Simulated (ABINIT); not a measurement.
Write the native input for ABINIT 10.8.3 (patched build) that does the following.

| Quantity | Value |
| --- | --- |
| Task | relaxation of cell and atoms |
| Functional | LDA |
| Potentials or basis | JTH PAW LDA v2.0 |
| Cutoff | 626 eV |
| k mesh | 6 × 6 × 5 |
| Occupations | fermi-dirac, width 0.05 eV |
| Spin | no spin polarisation |
| Cell freedom (optcell) | 2 |
| Cutoff smearing ecutsm (Ha) | 0.5 |
| Optimiser (ionmov) | 22 |
| Force stop (Ha/bohr) | 5e-05 |
| Fine-grid cutoff | 1224.51 eV |

PbO (Litharge):

```
Pb O
1.0
     3.99000    0.00000    0.00000
     0.00000    3.99000    0.00000
     0.00000    0.00000    5.01000
Pb O
2 2
Cartesian
  1.9950 0.0000 3.8076
  0.0000 1.9950 1.2024
  1.9950 1.9950 0.0000
  0.0000 0.0000 0.0000
```

These files were run (other wordings do the same):

run.abi

```
# Pseudopotentials
pp_dirpath "./"
pseudos "Pb.LDA_PW-JTH.xml, O.LDA_PW-JTH.xml"

# Structure
acell 3*1.0 Angstrom
rprim
     3.9900000000     0.0000000000     0.0000000000
     0.0000000000     3.9900000000     0.0000000000
     0.0000000000     0.0000000000     5.0100000000
ntypat 2
znucl 82 8
natom 4
typat 1 1 2 2
xred
     0.5000000000     0.0000000000     0.7600000000
     0.0000000000     0.5000000000     0.2400000000
     0.5000000000     0.5000000000     0.0000000000
     0.0000000000     0.0000000000     0.0000000000
chkprim 0
chksymtnons 0
tolsym 1.0e-6

# Plane-wave basis
ecut 23.0
pawecutdg 45.0

# k points
kptopt 1
ngkpt 6 6 5
nshiftk 1
shiftk 0.0 0.0 0.0

# Exchange and correlation
ixc 7

# Bands and occupations
nband 24
occopt 3
tsmear 0.05 eV

# SCF cycle
nstep 100
tolvrs 1.0e-9

# Output
iomode 3
prtwf 0
prtden 0
prteig 0
prtebands 0

# Relaxation
ionmov 22
ntime 60
tolmxf 5.0e-5
optcell 2
dilatmx 1.08
ecutsm 0.5
```

Potentials or basis: JTH PAW LDA v2.0.

Command:

```sh
$ abinit run.abi > log 2>&1
```

It gave:

* Relaxed volume: 19.05 Å³/atom
* Relaxed cell: a = 3.942 Å, b = 3.942 Å, c = 4.905 Å, α = 90.00°, β = 90.00°, γ = 90.00°
* Space group after relaxing (to 0.05 Å): P4/nmm (No. 129)
* Energy gained by relaxing: 9.6 meV/atom
* Ionic steps: 13
* Pressure after relaxing: 0.0 GPa
* Band gap on the k mesh: 1.08 eV, indirect (least direct gap 2.18 eV)
* Valence electrons inside the program's atomic spheres: Pb 11.38; O 4.52

Caveat: spin-orbit coupling is left out, which as a rule narrows the gap of such compounds by several tenths of an eV; an odd mesh through Γ misses points on the zone boundary, where band edges often lie.

Run time: 13 min on 1 thread of Intel(R) Xeon(R) 6975P-C (Granite Rapids), on a shared host, peak memory 0.18 GiB.
